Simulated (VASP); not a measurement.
# Al (Fm-3m) in VASP: further runs

Runs on Al. Level: r2SCAN+rVV10. Tasks: single point.

Program: VASP 6.6.1. These are calculated values, not measurements. Logs are shortened: lines on timing, memory, paths and dates and some standing lists are left out, and cuts for length are marked.

### 1 The undisturbed crystal

Symmetry: Fm-3m, No. 225, cubic system. Conventional cell: a = 4.050 Å, b = 4.050 Å, c = 4.050 Å, α = 90.00°, β = 90.00°, γ = 90.00°. Al (site symmetry m-3m) is surrounded by 12 Al at 2.86 Å.

### 2 Single point, r2SCAN+rVV10 (a relaxed cell with its volume scaled by 1.06)

Contents of INCAR:

```
SYSTEM = Al
PREC = Accurate
ENCUT = 520
EDIFF = 1E-7
ISMEAR = 0
SIGMA = 0.1
LREAL = .FALSE.
LASPH = .TRUE.
NELM = 80
ALGO = Normal
ISIF = 2
LWAVE = .FALSE.
LCHARG = .FALSE.
METAGGA = R2SCAN
LMIXTAU = .TRUE.
LUSE_VDW = .TRUE.
IVDW_NL = 2
BPARAM = 11.95
CPARAM = 0.0093
```

Contents of KPOINTS:

```
Automatic mesh
0
G
  18 18 18
  0 0 0
```

Contents of POSCAR:

```
Al                                      
1.0
    0.0000000000      2.0306792359      2.0306792359
    2.0306792359      0.0000000000      2.0306792359
    2.0306792359      2.0306792359      0.0000000000
  Al            
     1
Direct
     0.0000000000000000    0.0000000000000000    0.0000000000000000
```

Potentials or basis: VASP PAW PBE potentials, release 64 (Al).

On the command line:

```bash
$ cat potpaw_PBE.64/Al/POTCAR > POTCAR
$ mpirun -np 1 vasp_std > vasp.out
```

OUTCAR:

```text
SYSTEM = Al
   PREC = Accurate
   ENCUT = 520
   EDIFF = 1E-7
   ISMEAR = 0
   LREAL = .FALSE.
   LASPH = .TRUE.
   NELM = 80
   ISIF = 2
   METAGGA = R2SCAN
   IVDW_NL = 2
   BPARAM = 11.95

 ion  position               nearest neighbor table
   1  0.000  0.000  0.000-

  LATTYP: Found a face centered cubic cell.
 ALAT       =     4.0613584718

  Lattice vectors:

 A1 = (   0.0000000000,   2.0306792359,   2.0306792359)
 A2 = (   2.0306792359,   0.0000000000,   2.0306792359)
 A3 = (   2.0306792359,   2.0306792359,   0.0000000000)

Analysis of symmetry for initial positions (statically):
=====================================================================
 Subroutine PRICEL returns:
 Original cell was already a primitive cell.

 Routine SETGRP: Setting up the symmetry group for a
 face centered cubic supercell.

 Subroutine GETGRP returns: Found 48 space group operations
 (whereof 48 operations were pure point group operations)
 out of a pool of 48 trial point group operations.

The static configuration has the point symmetry O_h .

Analysis of symmetry for dynamics (positions and initial velocities):
=====================================================================
 Subroutine PRICEL returns:
 Original cell was already a primitive cell.

 Routine SETGRP: Setting up the symmetry group for a
 face centered cubic supercell.

 Subroutine GETGRP returns: Found 48 space group operations
 (whereof 48 operations were pure point group operations)
 out of a pool of 48 trial point group operations.

The dynamic configuration has the point symmetry O_h .

 Subroutine INISYM returns: Found 48 space group operations
 (whereof 48 operations are pure point group operations),
 and found     1 'primitive' translations

----------------------------------------------------------------------------------------

                                     Primitive cell

  volume of cell :      16.7477

  direct lattice vectors                    reciprocal lattice vectors
     0.000000000  2.030679236  2.030679236    -0.246223033  0.246223033  0.246223033
     2.030679236  0.000000000  2.030679236     0.246223033 -0.246223033  0.246223033
     2.030679236  2.030679236  0.000000000     0.246223033  0.246223033 -0.246223033

  length of vectors
     2.871814116  2.871814116  2.871814116     0.426470803  0.426470803  0.426470803

  position of ions in fractional coordinates (direct lattice)
     0.000000000  0.000000000  0.000000000

  ion indices of the primitive-cell ions
   primitive index   ion index
                 1           1

----------------------------------------------------------------------------------------

 KPOINTS: Automatic mesh

Automatic generation of k-mesh.
 Grid dimensions read from file:
 generate k-points for:   18   18   18

 Generating k-lattice:

  Cartesian coordinates                     Fractional coordinates (reciprocal lattice)
    -0.013679057  0.013679057  0.013679057     0.055555556  0.000000000  0.000000000
     0.013679057 -0.013679057  0.013679057     0.000000000  0.055555556  0.000000000
     0.013679057  0.013679057 -0.013679057     0.000000000  0.000000000  0.055555556

  Length of vectors
     0.023692822  0.023692822  0.023692822

  Shift w.r.t. Gamma in fractional coordinates (k-lattice)
     0.000000000  0.000000000  0.000000000

 Subroutine IBZKPT returns following result:
 ===========================================

 Found    195 irreducible k-points:

 Following reciprocal coordinates:
            Coordinates               Weight
  0.000000  0.000000  0.000000      1.000000
  0.055556  0.000000  0.000000      8.000000
  0.111111  0.000000  0.000000      8.000000
  0.166667  0.000000  0.000000      8.000000
  0.222222  0.000000  0.000000      8.000000
  0.277778  0.000000  0.000000      8.000000
[... 16 lines left out ...]
 -0.277778  0.055556  0.000000     24.000000
 -0.222222  0.055556  0.000000     24.000000
 [... further k-points ...]
   k-points           NKPTS =    195   k-points in BZ     NKDIM =    195   number of bands    NBANDS=      5
   number of dos      NEDOS =    301   number of ions     NIONS =      1
   total plane-waves  NPLWV =  13824
   dimension x,y,z NGX =    24 NGY =   24 NGZ =   24
   dimension x,y,z NGXF=    48 NGYF=   48 NGZF=   48
   ions per type =               1
   NGX,Y,Z   is equivalent  to a cutoff of  13.89, 13.89, 13.89 a.u.
   NGXF,Y,Z  is equivalent  to a cutoff of  27.79, 27.79, 27.79 a.u.
 SYSTEM =  Al
   PREC   = accura    normal or accurate (medium, high low for compatibility)
   ISTART =      0    job   : 0-new  1-cont  2-samecut
   ICHARG =      2    charge: 1-file 2-atom 10-const
   ISPIN  =      1    spin polarized calculation?
   LNONCOLLINEAR =      F non collinear calculations
   LSORBIT =      F    spin-orbit coupling
   LASPH  =      T    aspherical Exc in radial PAW
   ENCUT  =  520.0 eV  38.22 Ry    6.18 a.u.   5.34  5.34  5.34*2*pi/ulx,y,z
   NELM   =     80;   NELMIN=  2; NELMDL= -5     # of ELM steps
   EDIFF  = 0.1E-06   stopping-criterion for ELM
   LREAL  =      F    real-space projection
   EDIFFG = 0.1E-05   stopping-criterion for IOM
   NSW    =      0    number of steps for IOM
   IBRION =     -1    ionic relax: 0-MD 1-quasi-New 2-CG
   NFREE  =      0    steps in history (QN), initial steepest desc. (CG)
   ISIF   =      2    stress and relaxation
   ISYM   =      2    0-nonsym 1-usesym 2-fastsym
   POTIM  = 0.5000    time-step for ionic-motion
   TEBEG  =    0.0;   TEEND  =   0.0 temperature during run
   PSTRESS=    0.0 pullay stress
   NELECT =       3.0000    total number of electrons
   NUPDOWN=      -1.0000    fix difference up-down
   EMIN   =  10.00;   EMAX   =-10.00  energy-range for DOS
   EFERMI =   0.00;   METHOD = LEGACY
   ISMEAR =     0;   SIGMA  =   0.10  broadening in eV -4-tet -1-fermi 0-gaus
   EFERMI_NEDOS =   21; number of points for ismear=-14 and -15
   IALGO  =     38    algorithm
   IMIX   =      4    mixing-type and parameters
     AMIX     =   0.40;   BMIX     =  1.00
     AMIX_MAG =   1.60;   BMIX_MAG =  1.00
  volume/ion in A,a.u.               =      16.75       113.02
  Fermi-wavevector in a.u.,A,eV,Ry     =   0.922849  1.743932 11.587402  0.851650
  Thomas-Fermi vector in A             =   2.048421
   LORBIT       =      0    0 simple, 1 ext, 2 COOP (PROOUT), +10 PAW based schemes
   METAGGA = R2SCAN    functional components
   LHFCALC =     F    Hartree Fock is set to
   AEXX    =    0.0000 exact exchange contribution
   IVDW_NL    =     2    kernel type
   BPARAM     =11.9500
   IVDW    =     0    specifies the selected vdW correction
   LEPSILON=     F    determine dielectric tensor
   LRPA    =     F    only Hartree local field effects (RPA)
 non-spin polarized calculation
 Gauss-broadening in eV      SIGMA  =   0.10
  energy-cutoff  :      520.00
  volume of cell :       16.75
 maximum number of plane-waves:       465
 NGX is ok and might be reduce to    24

 number of electron       3.0000000 magnetization

 Free energy of the ion-electron system (eV)
  ---------------------------------------------------
  ext. energy  EPLUGINS =         0.00000000
  ---------------------------------------------------
  free energy    TOTEN  =        -6.65614167 eV

  energy without entropy =       -6.65330055  energy(sigma->0) =       -6.65472111

 E-fermi :   7.8546     XC(G=0): -10.8579

 val. band max:        7.8509321539   @ k =  -0.4444   0.3333   0.1111
 cond. band min:       7.8761918573   @ k =  -0.2222   0.3889   0.1667
 fundamental gap:      0.0252597035
 Fermi energy:         7.8545563056

 k-point     1 :       0.0000    0.0000    0.0000
  band No.  band energies     occupation
      1      -3.8790      2.00000
      2      21.0941      0.00000
      3      21.0941      0.00000
      4      21.0941      0.00000
      5      22.8681      0.00000

 k-point     2 :       0.0556    0.0000    0.0000
  band No.  band energies     occupation
      1      -3.7907      2.00000
      2      19.5395      0.00000
      3      20.7976      0.00000
      4      20.7976      0.00000
      5      23.3035      0.00000

 k-point     3 :       0.1111    0.0000    0.0000
  band No.  band energies     occupation
      1      -3.5258      2.00000
      2      17.2083      0.00000
      3      20.2853      0.00000
      4      20.2853      0.00000
      5      23.4519      0.00000

 k-point     4 :       0.1667    0.0000    0.0000
  band No.  band energies     occupation
      1      -3.0854      2.00000
      2      14.8552      0.00000
      3      19.8288      0.00000
      4      19.8288      0.00000
      5      23.2728      0.00000

 k-point     5 :       0.2222    0.0000    0.0000
  band No.  band energies     occupation
      1      -2.4710      2.00000
      2      12.5801      0.00000
      3      19.4908      0.00000
      4      19.4908      0.00000
      5      23.0897      0.00000

 k-point     6 :       0.2778    0.0000    0.0000
  band No.  band energies     occupation
      1      -1.6849      2.00000
      2      10.4171      0.00000
      3      19.2887      0.00000
      4      19.2887      0.00000
      5      22.9160      0.00000
[... 113 lines left out ...]
 k-point    21 :      -0.3889    0.0556    0.0000
  band No.  band energies     occupation
      1       0.8757      2.00000
      2       5.9622      2.00000
      3      17.6082      0.00000
      4      19.7516      0.00000
      5      20.6643      0.00000

 k-point    22 :      -0.3333    0.0556    0.0000
  band No.  band energies     occupation
      1      -0.2978      2.00000
      2       7.8056      1.51146
      3      17.4753      0.00000
      4      20.5237      0.00000
      5      20.5329      0.00000

 k-point    23 :      -0.2778    0.0556    0.0000
  band No.  band energies     occupation
      1      -1.3079      2.00000
      2       9.7904      0.00000
      3      17.4943      0.00000
      4      20.5267      0.00000
      5      21.4565      0.00000

 k-point    24 :      -0.2222    0.0556    0.0000
  band No.  band energies     occupation
      1      -2.1503      2.00000
      2      11.9050      0.00000
      3      17.6648      0.00000
      4      20.6654      0.00000
      5      22.5085      0.00000

 [... further k-points ...]

------------------------ aborting loop because EDIFF is reached ----------------------------------------

  FORCE on cell =-STRESS in cart. coord.  units (eV):
  Direction    XX          YY          ZZ          XY          YZ          ZX
  --------------------------------------------------------------------------------------
  -------------------------------------------------------------------------------------
  Total       -0.4970682     -0.4970682     -0.4970682     -0.0000000      0.0000000      0.0000000
  in kB      -47.5524187    -47.5524187    -47.5524187     -0.0000000      0.0000000      0.0000000
  external PRESSURE =     -47.5524187 kB  Pullay stress =       0.0000000 kB

 VOLUME and BASIS-vectors are now :
 -----------------------------------------------------------------------------
  energy-cutoff  :      520.00
  volume of cell :       16.75
      direct lattice vectors                 reciprocal lattice vectors
     0.000000000  2.030679236  2.030679236    -0.246223033  0.246223033  0.246223033
     2.030679236  0.000000000  2.030679236     0.246223033 -0.246223033  0.246223033
     2.030679236  2.030679236  0.000000000     0.246223033  0.246223033 -0.246223033

 POSITION                                       TOTAL-FORCE (eV/Angst)
 -----------------------------------------------------------------------------------
      0.00000      0.00000      0.00000         0.000000      0.000000      0.000000
 -----------------------------------------------------------------------------------
    total drift:                               -0.000000     -0.000000      0.000000

  FREE ENERGIE OF THE ION-ELECTRON SYSTEM (eV)
  ---------------------------------------------------
  free  energy   TOTEN  =        -6.6561416686 eV

  energy  without entropy=       -6.6533005494  energy(sigma->0) =       -6.65472111
```

Run time: 52 s. Hardware: 1 thread of Intel Xeon 6975P-C (Granite Rapids), shared host; peak memory 0.22 GiB.

What came out:

```yaml
Free_energy: -6.6561 eV
Pressure: -4.8 GPa
Band_gap_on_the_k_mesh: none (metal or under the smearing width)
```

Caveat: the PAW data sets were made with another functional, which shifts forces and pressure a little.

### 3 Single point, r2SCAN+rVV10 (a relaxed cell with its volume scaled by 0.91)

INCAR is that of step 2.

KPOINTS is that of step 2.

Contents of POSCAR:

```
Al                                      
1.0
    0.0000000000      1.9299816083      1.9299816083
    1.9299816083      0.0000000000      1.9299816083
    1.9299816083      1.9299816083      0.0000000000
  Al            
     1
Direct
     0.0000000000000000    0.0000000000000000    0.0000000000000000
```

Potentials or basis: VASP PAW PBE potentials, release 64 (Al).

On the command line:

```bash
$ cat potpaw_PBE.64/Al/POTCAR > POTCAR
$ mpirun -np 1 vasp_std > vasp.out
```

Run time: 42 s. Hardware: 1 thread of Intel Xeon 6975P-C (Granite Rapids), shared host; peak memory 0.18 GiB.

It converged, with:

- Free energy: -6.6269 eV
- Pressure: 10.9 GPa
- Band gap on the k mesh: none (metal or under the smearing width)

Levels at points of the mesh, in eV from the Fermi level:
```tsv
k point	band 1	band 2	band 3	band 4	band 5
(0.00, 0.00, 0.00)	-12.85	14.13	14.13	14.13	17.21
(0.50, 0.00, 0.00)	-5.58	-4.73	12.76	12.76	13.95
(0.50, 0.50, 0.00)	-3.49	-1.75	5.49	6.72	6.72
```

Caveat: the PAW data sets were made with another functional, which shifts forces and pressure a little.

### 4 Single point, r2SCAN+rVV10 (a relaxed cell with its volume scaled by 1.09)

INCAR is that of step 3.

KPOINTS is that of step 3.

Contents of POSCAR:

```
Al                                      
1.0
    0.0000000000      2.0496586466      2.0496586466
    2.0496586466      0.0000000000      2.0496586466
    2.0496586466      2.0496586466      0.0000000000
  Al            
     1
Direct
     0.0000000000000000    0.0000000000000000    0.0000000000000000
```

On the command line:

```bash
$ cat potpaw_PBE.64/Al/POTCAR > POTCAR
$ mpirun -np 1 vasp_std > vasp.out
```

Run time: 52 s. Hardware: 1 thread of Intel Xeon 6975P-C (Granite Rapids), shared host; peak memory 0.22 GiB.

It converged, with:

* Free energy: -6.6392 eV
* Pressure: -6.6 GPa
* Band gap on the k mesh: none (metal or under the smearing width)

Levels at points of the mesh, in eV from the Fermi level:
```
           k point  band 1  band 2  band 3  band 4
(0.00, 0.00, 0.00)  -11.54   13.09   13.09   13.09
(0.50, 0.00, 0.00)   -4.82   -4.48   11.84   11.84
(0.50, 0.50, 0.00)   -3.05   -1.63    5.46    5.79
```

Caveat: the PAW data sets were made with another functional, which shifts forces and pressure a little.

### 5 Summary

```tsv
cell	gap on the mesh (eV)	pressure (GPa)
a relaxed cell with its volume scaled by 1.06	none	-4.8
a relaxed cell with its volume scaled by 0.91	none	10.9
a relaxed cell with its volume scaled by 1.09	none	-6.6
```

Alike in all rows: task single point; level r2SCAN+rVV10; potentials or basis VASP PAW PBE potentials, release 64 (Al); no spin polarisation; k mesh 18 × 18 × 18; cutoff (eV) 520; smearing gaussian 0.1 eV.

Caveats: the PAW data sets were made with another functional, which shifts forces and pressure a little.

Absolute energies hang on the potentials; compare differences alone.
